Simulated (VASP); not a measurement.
# LiH (Fm-3m) in VASP: a series of runs

Aim: see how the results for LiH move with the level of theory and the settings. Levels: PBE0, r2SCAN-EpsX, r2SCAN-EpsX+rVV10, PBE, B3LYP+D4. Tasks: band structure, density of states, RPA correlation energy, electric field gradients.

Everything below comes from runs of VASP 6.6.1. Logs are shortened: lines on timing, memory, paths and dates and some standing lists are left out, and cuts for length are marked.

## 1. The structure

The structure is cubic, space group Fm-3m (No. 225). The conventional cell has a = 4.074 Å, b = 4.074 Å, c = 4.074 Å, α = 90.00°, β = 90.00°, γ = 90.00°. Li (site symmetry m-3m) has 6 H at 2.04 Å as nearest neighbours. Around H (site symmetry m-3m) lie 6 Li at 2.04 Å.

## 2. Band structure, PBE0

File POSCAR:

```
LiH
1.0
    0.0000000000      2.0367500000      2.0367500000
    2.0367500000      0.0000000000      2.0367500000
    2.0367500000      2.0367500000      0.0000000000
Li H
1 1
Direct
    0.0000000000      0.0000000000      0.0000000000
    0.5000000000      0.5000000000      0.5000000000
```

File INCAR.step1:

```
PREC = Accurate
ENCUT = 520
EDIFF = 1E-5
ISMEAR = 0
SIGMA = 0.02
LREAL = F
LASPH = T
NELM = 60
ALGO = Normal
ISIF = 2
LWAVE = T
LCHARG = F
NBANDS = 9
GGA = PE
KPAR = 4
```

File INCAR.step2:

```
PREC = Accurate
ENCUT = 520
EDIFF = 1E-6
ISMEAR = 0
SIGMA = 0.02
LREAL = F
LASPH = T
NELM = 60
ALGO = Normal
ISIF = 2
LWAVE = F
LCHARG = F
GGA = PE
LHFCALC = T
AEXX = 0.25
PRECFOCK = Fast
NBANDS = 9
ISTART = 1
HFRCUT = -1
KPAR = 4
```

File KPOINTS:

```
regular mesh
0
Gamma
  8 8 8
```

File KPOINTS_OPT:

```
path GXWKGLUWLK,UX
8
line-mode
reciprocal
 0.0000000000  0.0000000000  0.0000000000  G
 0.5000000000  0.0000000000  0.5000000000  X

 0.5000000000  0.0000000000  0.5000000000  X
 0.5000000000  0.2500000000  0.7500000000  W

 0.5000000000  0.2500000000  0.7500000000  W
 0.3750000000  0.3750000000  0.7500000000  K

 0.3750000000  0.3750000000  0.7500000000  K
 0.0000000000  0.0000000000  0.0000000000  G

 0.0000000000  0.0000000000  0.0000000000  G
 0.5000000000  0.5000000000  0.5000000000  L

 0.5000000000  0.5000000000  0.5000000000  L
 0.6250000000  0.2500000000  0.6250000000  U

 0.6250000000  0.2500000000  0.6250000000  U
 0.5000000000  0.2500000000  0.7500000000  W

 0.5000000000  0.2500000000  0.7500000000  W
 0.5000000000  0.5000000000  0.5000000000  L

 0.5000000000  0.5000000000  0.5000000000  L
 0.3750000000  0.3750000000  0.7500000000  K

 0.6250000000  0.2500000000  0.6250000000  U
 0.5000000000  0.0000000000  0.5000000000  X
```

Potentials or basis: VASP PAW PBE potentials, release 64 (Li_sv, H).

On the command line:

```sh
$ cat potpaw_PBE.64/Li_sv/POTCAR potpaw_PBE.64/H/POTCAR > POTCAR
$ cp INCAR.step1 INCAR
$ mpirun -np 4 vasp_std > vasp.out
$ cp INCAR.step2 INCAR
$ mpirun -np 4 vasp_std > vasp.out
```

OUTCAR:

```text
PREC = Accurate
   ENCUT = 520
   EDIFF = 1E-6
   ISMEAR = 0
   LREAL = F
   LASPH = T
   NELM = 60
   ISIF = 2
   GGA = PE
   LHFCALC = T
   AEXX = 0.25
   PRECFOCK = Fast
   ISTART = 1

 ion  position               nearest neighbor table
   1  0.000  0.000  0.000-
   2  0.500  0.500  0.500-

  LATTYP: Found a face centered cubic cell.
 ALAT       =     4.0735000000

  Lattice vectors:

 A1 = (   0.0000000000,   2.0367500000,   2.0367500000)
 A2 = (   2.0367500000,   0.0000000000,   2.0367500000)
 A3 = (   2.0367500000,   2.0367500000,   0.0000000000)

Analysis of symmetry for initial positions (statically):
=====================================================================
 Subroutine PRICEL returns:
 Original cell was already a primitive cell.

 Routine SETGRP: Setting up the symmetry group for a
 face centered cubic supercell.

 Subroutine GETGRP returns: Found 48 space group operations
 (whereof 48 operations were pure point group operations)
 out of a pool of 48 trial point group operations.

The static configuration has the point symmetry O_h .

Analysis of symmetry for dynamics (positions and initial velocities):
=====================================================================
 Subroutine PRICEL returns:
 Original cell was already a primitive cell.

 Routine SETGRP: Setting up the symmetry group for a
 face centered cubic supercell.

 Subroutine GETGRP returns: Found 48 space group operations
 (whereof 48 operations were pure point group operations)
 out of a pool of 48 trial point group operations.

The dynamic configuration has the point symmetry O_h .

 Subroutine INISYM returns: Found 48 space group operations
 (whereof 48 operations are pure point group operations),
 and found     1 'primitive' translations

----------------------------------------------------------------------------------------

                                     Primitive cell

  volume of cell :      16.8983

  direct lattice vectors                    reciprocal lattice vectors
     0.000000000  2.036750000  2.036750000    -0.245489137  0.245489137  0.245489137
     2.036750000  0.000000000  2.036750000     0.245489137 -0.245489137  0.245489137
     2.036750000  2.036750000  0.000000000     0.245489137  0.245489137 -0.245489137

  length of vectors
     2.880399473  2.880399473  2.880399473     0.425199658  0.425199658  0.425199658

  position of ions in fractional coordinates (direct lattice)
     0.000000000  0.000000000  0.000000000
     0.500000000  0.500000000  0.500000000

  ion indices of the primitive-cell ions
   primitive index   ion index
                 1           1
                 2           2

----------------------------------------------------------------------------------------

 KPOINTS: regular mesh

Automatic generation of k-mesh.
 Grid dimensions read from file:
 generate k-points for:    8    8    8

 Generating k-lattice:

  Cartesian coordinates                     Fractional coordinates (reciprocal lattice)
    -0.030686142  0.030686142  0.030686142     0.125000000  0.000000000  0.000000000
     0.030686142 -0.030686142  0.030686142     0.000000000  0.125000000  0.000000000
     0.030686142  0.030686142 -0.030686142     0.000000000  0.000000000  0.125000000

  Length of vectors
     0.053149957  0.053149957  0.053149957

  Shift w.r.t. Gamma in fractional coordinates (k-lattice)
     0.000000000  0.000000000  0.000000000

 Subroutine IBZKPT returns following result:
 ===========================================

 Found     29 irreducible k-points:

 Following reciprocal coordinates:
            Coordinates               Weight
  0.000000  0.000000  0.000000      1.000000
  0.125000  0.000000  0.000000      8.000000
  0.250000  0.000000  0.000000      8.000000
  0.375000  0.000000  0.000000      8.000000
  0.500000  0.000000  0.000000      4.000000
  0.125000  0.125000  0.000000      6.000000
[... 16 lines left out ...]
  0.500000  0.250000  0.125000     48.000000
 -0.375000  0.250000  0.125000     24.000000
 [... further k-points ...]
   k-points           NKPTS =     29   k-points in BZ     NKDIM =    512   number of bands    NBANDS=      9
   number of dos      NEDOS =    301   number of ions     NIONS =      2
   total plane-waves  NPLWV =  13824
   dimension x,y,z NGX =    24 NGY =   24 NGZ =   24
   dimension x,y,z NGXF=    48 NGYF=   48 NGZF=   48
   ions per type =               1   1
   NGX,Y,Z   is equivalent  to a cutoff of  13.85, 13.85, 13.85 a.u.
   NGXF,Y,Z  is equivalent  to a cutoff of  27.70, 27.70, 27.70 a.u.
 SYSTEM =  unknown system
   PREC   = accura    normal or accurate (medium, high low for compatibility)
   ISTART =      1    job   : 0-new  1-cont  2-samecut
   ICHARG =      0    charge: 1-file 2-atom 10-const
   ISPIN  =      1    spin polarized calculation?
   LNONCOLLINEAR =      F non collinear calculations
   LSORBIT =      F    spin-orbit coupling
   LASPH  =      T    aspherical Exc in radial PAW
   ENCUT  =  520.0 eV  38.22 Ry    6.18 a.u.   5.36  5.36  5.36*2*pi/ulx,y,z
   NELM   =     60;   NELMIN=  2; NELMDL=  0     # of ELM steps
   EDIFF  = 0.1E-05   stopping-criterion for ELM
   LREAL  =      F    real-space projection
   EDIFFG = 0.1E-04   stopping-criterion for IOM
   NSW    =      0    number of steps for IOM
   IBRION =     -1    ionic relax: 0-MD 1-quasi-New 2-CG
   NFREE  =      0    steps in history (QN), initial steepest desc. (CG)
   ISIF   =      2    stress and relaxation
   ISYM   =      3    0-nonsym 1-usesym 2-fastsym
   POTIM  = 0.5000    time-step for ionic-motion
   TEBEG  =    0.0;   TEEND  =   0.0 temperature during run
   PSTRESS=    0.0 pullay stress
   NELECT =       4.0000    total number of electrons
   NUPDOWN=      -1.0000    fix difference up-down
   EMIN   =  10.00;   EMAX   =-10.00  energy-range for DOS
   EFERMI =   0.00;   METHOD = LEGACY
   ISMEAR =     0;   SIGMA  =   0.02  broadening in eV -4-tet -1-fermi 0-gaus
   EFERMI_NEDOS =   21; number of points for ismear=-14 and -15
   IALGO  =     38    algorithm
   IMIX   =      1    mixing-type and parameters
     AMIX     =   0.40;   BMIX     =  1.00
     AMIX_MAG =   1.60;   BMIX_MAG =  1.00
  volume/ion in A,a.u.               =       8.45        57.02
  Fermi-wavevector in a.u.,A,eV,Ry     =   1.012699  1.913724 13.953585  1.025560
  Thomas-Fermi vector in A             =   2.145824
   LORBIT       =      0    0 simple, 1 ext, 2 COOP (PROOUT), +10 PAW based schemes
   GGA     = PE    functional components
   LHFCALC =     T    Hartree Fock is set to
   PRECFOCK=fast      Normal, Fast or Accurate (Low or Medium for compatibility)
   ENCUT4O =  -1.0   cutoff for four orbital integrals eV
   NKREDX  =     1    reduce k-point grid by
   NKREDY  =     1    reduce k-point grid by
   NKREDZ  =     1    reduce k-point grid by
   AEXX    =    0.2500 exact exchange contribution
   HFSCREEN=    0.0000 screening length (either q_TF or 0.3 A-1)
   HFSCREENC=   0.0000 screening length for correlation (either q_TF or 0.3 A-1)
   ENCUTFOCK=  -1.0 apply spherical cutoff to Coloumb kernel
   IVDW    =     0    specifies the selected vdW correction
   LEPSILON=     F    determine dielectric tensor
   LRPA    =     F    only Hartree local field effects (RPA)
 non-spin polarized calculation
 Gauss-broadening in eV      SIGMA  =   0.02
  energy-cutoff  :      520.00
  volume of cell :       16.90
 maximum number of plane-waves:       469
 NGX is ok and might be reduce to    24
  NGX = 14; NGY = 14; NGZ = 14

 number of electron       3.9999999 magnetization

 Free energy of the ion-electron system (eV)
  ---------------------------------------------------
  ext. energy  EPLUGINS =         0.00000000
  ---------------------------------------------------
  free energy    TOTEN  =        -7.12776743 eV

  energy without entropy =       -7.12776743  energy(sigma->0) =       -7.12776743

 E-fermi :  -1.0625     XC(G=0):  -6.6142

 val. band max:       -1.1726647297   @ k =   0.5000   0.5000   0.0000
 cond. band min:       3.5067881791   @ k =   0.5000   0.5000   0.0000
 fundamental gap:      4.6794529088
 Fermi energy:        -1.0625075097

 k-point     1 :       0.0000    0.0000    0.0000
  band No.  band energies     occupation
      1     -48.5824      2.00000
      2      -7.1218      2.00000
      3      16.8606      0.00000
      4      18.5555      0.00000
      5      18.5555      0.00000
      6      18.5555      0.00000
      7      23.0400      0.00000
      8      23.0400      0.00000
      9      23.0400      0.00000

 k-point     2 :       0.1250    0.0000    0.0000
  band No.  band energies     occupation
      1     -48.5763      2.00000
      2      -6.8144      2.00000
      3      14.5530      0.00000
      4      17.2645      0.00000
      5      17.9937      0.00000
      6      17.9937      0.00000
      7      22.5561      0.00000
      8      24.2118      0.00000
      9      24.2118      0.00000

 k-point     3 :       0.2500    0.0000    0.0000
  band No.  band energies     occupation
      1     -48.5611      2.00000
      2      -5.9158      2.00000
      3      10.3316      0.00000
      4      15.7866      0.00000
      5      17.2927      0.00000
      6      17.2927      0.00000
      7      22.7186      0.00000
      8      22.7186      0.00000
      9      23.9762      0.00000

 k-point     4 :       0.3750    0.0000    0.0000
  band No.  band energies     occupation
      1     -48.5458      2.00000
      2      -4.6739      2.00000
      3       6.8610      0.00000
      4      14.7532      0.00000
      5      17.0743      0.00000
      6      17.0743      0.00000
      7      20.5793      0.00000
      8      20.5794      0.00000
      9      26.1372      0.00000
[... 205 lines left out ...]
 k-point    22 :       0.3750    0.2500    0.1250
  band No.  band energies     occupation
      1     -48.5504      2.00000
      2      -5.0503      2.00000
      3      10.1978      0.00000
      4      10.9831      0.00000
      5      14.8969      0.00000
      6      18.2794      0.00000
      7      20.6085      0.00000
      8      24.4283      0.00000
      9      28.0999      0.00000

 k-point    23 :       0.5000    0.2500    0.1250
  band No.  band energies     occupation
      1     -48.5384      2.00000
      2      -3.7438      2.00000
      3       7.1173      0.00000
      4       9.7939      0.00000
      5      14.1850      0.00000
      6      17.4883      0.00000
      7      22.7902      0.00000
      8      24.8901      0.00000
      9      27.6024      0.00000

 k-point    24 :      -0.3750    0.2500    0.1250
  band No.  band energies     occupation
      1     -48.5335      2.00000
      2      -2.9610      2.00000
      3       5.6071      0.00000
      4       9.5007      0.00000
      5      13.9169      0.00000
      6      17.0993      0.00000
      7      23.5736      0.00000
      8      26.5926      0.00000
      9      27.7068      0.00000

 [... further k-points ...]

------------------------ aborting loop because EDIFF is reached ----------------------------------------

  FORCE on cell =-STRESS in cart. coord.  units (eV):
  Direction    XX          YY          ZZ          XY          YZ          ZX
  --------------------------------------------------------------------------------------
  -------------------------------------------------------------------------------------
  Total       -0.2399497     -0.2399497     -0.2399497      0.0000000      0.0000000     -0.0000000
  in kB      -22.7503258    -22.7503258    -22.7503258      0.0000000      0.0000000     -0.0000000
  external PRESSURE =     -22.7503258 kB  Pullay stress =       0.0000000 kB

 VOLUME and BASIS-vectors are now :
 -----------------------------------------------------------------------------
  energy-cutoff  :      520.00
  volume of cell :       16.90
      direct lattice vectors                 reciprocal lattice vectors
     0.000000000  2.036750000  2.036750000    -0.245489137  0.245489137  0.245489137
     2.036750000  0.000000000  2.036750000     0.245489137 -0.245489137  0.245489137
     2.036750000  2.036750000  0.000000000     0.245489137  0.245489137 -0.245489137

 POSITION                                       TOTAL-FORCE (eV/Angst)
 -----------------------------------------------------------------------------------
      0.00000      0.00000      0.00000         0.000000      0.000000     -0.000000
      2.03675      2.03675      2.03675        -0.000000      0.000000      0.000000
 -----------------------------------------------------------------------------------
    total drift:                               -0.000000     -0.000000     -0.000000

  FREE ENERGIE OF THE ION-ELECTRON SYSTEM (eV)
  ---------------------------------------------------
  free  energy   TOTEN  =        -7.1277674290 eV

  energy  without entropy=       -7.1277674290  energy(sigma->0) =       -7.12776743
```

It took 2.4 min on 4 MPI ranks of AMD EPYC 7R13 (Zen 3), shared host; peak memory 0.17 GiB.

Results:

```
Free energy             : -7.1278 eV
Band gap on the k mesh  : 4.68 eV, direct
Band gap along the path : 4.68 eV, direct
```

Levels at the corners of the path, in eV from the valence-band top:
```
point  band 1  band 2  band 3  band 4  band 5  band 6
    Γ  -47.41   -5.95   18.03   19.73   19.73   19.73
    X  -47.36    0.00    4.68   12.67   12.67   15.68
    X  -47.36    0.00    4.68   12.67   12.67   15.68
    W  -47.35   -0.23    7.04    7.04   13.51   19.50
    W  -47.35   -0.23    7.04    7.04   13.51   19.50
    K  -47.36   -0.52    5.87    9.32   13.81   17.95
    K  -47.36   -0.52    5.87    9.32   13.81   17.95
    Γ  -47.41   -5.95   18.03   19.73   19.73   19.73
    Γ  -47.41   -5.95   18.03   19.73   19.73   19.73
    L  -47.37   -2.78    6.55   15.56   18.32   18.32
    L  -47.37   -2.78    6.55   15.56   18.32   18.32
    U  -47.36   -0.52    5.87    9.32   13.81   17.95
    U  -47.36   -0.52    5.87    9.32   13.81   17.95
    W  -47.35   -0.23    7.04    7.04   13.51   19.50
    W  -47.35   -0.23    7.04    7.04   13.51   19.50
    L  -47.37   -2.78    6.55   15.56   18.32   18.32
    L  -47.37   -2.78    6.55   15.56   18.32   18.32
    K  -47.36   -0.52    5.87    9.32   13.81   17.95
    U  -47.36   -0.52    5.87    9.32   13.81   17.95
    X  -47.36    0.00    4.68   12.67   12.67   15.68
```

Caveat: the cutoff is under 1.25 times the usual one of these potentials, so pressure, stress and relaxed cells hold a basis-set (Pulay) error; the PAW data sets were made with another functional, which shifts forces and pressure a little.

## 3. Band structure, r2SCAN-EpsX

POSCAR is that of step 2.

File INCAR.step1:

```
PREC = Accurate
ENCUT = 520
EDIFF = 1E-8
ISMEAR = 0
SIGMA = 0.02
LREAL = F
LASPH = T
NELM = 60
ALGO = Normal
ISIF = 2
LWAVE = F
LCHARG = F
GGA = PE
LEPSILON = T
KPAR = 4
```

File KPOINTS.step1:

```
Automatic mesh
0
G
  12 12 12
  0 0 0
```

File INCAR.step2:

```
PREC = Accurate
ENCUT = 520
EDIFF = 1E-5
ISMEAR = 0
SIGMA = 0.02
LREAL = F
LASPH = T
NELM = 60
ALGO = Normal
ISIF = 2
LWAVE = T
LCHARG = F
NBANDS = 9
GGA = PE
KPAR = 4
```

File KPOINTS.step2:

```
regular mesh
0
Gamma
  8 8 8
```

File INCAR.step3:

```
PREC = Accurate
ENCUT = 520
EDIFF = 1E-6
ISMEAR = 0
SIGMA = 0.02
LREAL = F
LASPH = T
NELM = 60
ALGO = Normal
ISIF = 2
LWAVE = F
LCHARG = F
METAGGA = R2SCAN
LHFCALC = T
AEXX = 0.2319
LMIXTAU = T
PRECFOCK = Fast
NBANDS = 9
ISTART = 1
HFRCUT = -1
KPAR = 4
```

File KPOINTS.step3:

```
regular mesh
0
Gamma
  8 8 8
```

KPOINTS_OPT is that of step 2.

Potentials or basis: VASP PAW PBE potentials, release 64 (Li_sv, H).

On the command line:

```sh
$ cat potpaw_PBE.64/Li_sv/POTCAR potpaw_PBE.64/H/POTCAR > POTCAR
$ cp INCAR.step1 INCAR
$ cp KPOINTS.step1 KPOINTS
$ mpirun -np 4 vasp_std > vasp.out
$ cp INCAR.step2 INCAR
$ cp KPOINTS.step2 KPOINTS
$ mpirun -np 4 vasp_std > vasp.out
$ cp INCAR.step3 INCAR
$ cp KPOINTS.step3 KPOINTS
$ mpirun -np 4 vasp_std > vasp.out
```

Wall time 4.2 min (4 MPI ranks of AMD EPYC 7R13 (Zen 3), shared host); peak memory 0.17 GiB.

Results (log left out):

- Free energy: -7.5415 eV
- Band gap on the k mesh: 5.01 eV, direct
- Band gap along the path: 5.01 eV, direct

Levels at the corners of the path, in eV from the valence-band top:
```csv
point,band 1,band 2,band 3,band 4,band 5,band 6
Γ,-48.27,-5.87,18.78,20.66,20.66,20.66
X,-48.22,0.00,5.01,13.19,13.19,16.24
X,-48.22,0.00,5.01,13.19,13.19,16.24
W,-48.22,-0.23,7.42,7.42,14.10,20.54
W,-48.22,-0.23,7.42,7.42,14.10,20.54
K,-48.22,-0.51,6.22,9.74,14.36,18.83
K,-48.22,-0.51,6.22,9.74,14.36,18.83
Γ,-48.27,-5.87,18.78,20.66,20.66,20.66
Γ,-48.27,-5.87,18.78,20.66,20.66,20.66
L,-48.23,-2.74,6.94,16.22,19.33,19.33
L,-48.23,-2.74,6.94,16.22,19.33,19.33
U,-48.22,-0.51,6.22,9.74,14.36,18.83
U,-48.22,-0.51,6.22,9.74,14.36,18.83
W,-48.22,-0.23,7.42,7.42,14.10,20.54
W,-48.22,-0.23,7.42,7.42,14.10,20.54
L,-48.23,-2.74,6.94,16.22,19.33,19.33
L,-48.23,-2.74,6.94,16.22,19.33,19.33
K,-48.22,-0.51,6.22,9.74,14.36,18.83
U,-48.22,-0.51,6.22,9.74,14.36,18.83
X,-48.22,0.00,5.01,13.19,13.19,16.24
```

Caveat: the cutoff is under 1.25 times the usual one of these potentials, so pressure, stress and relaxed cells hold a basis-set (Pulay) error; the PAW data sets were made with another functional, which shifts forces and pressure a little.

[end of part 1 of 3]
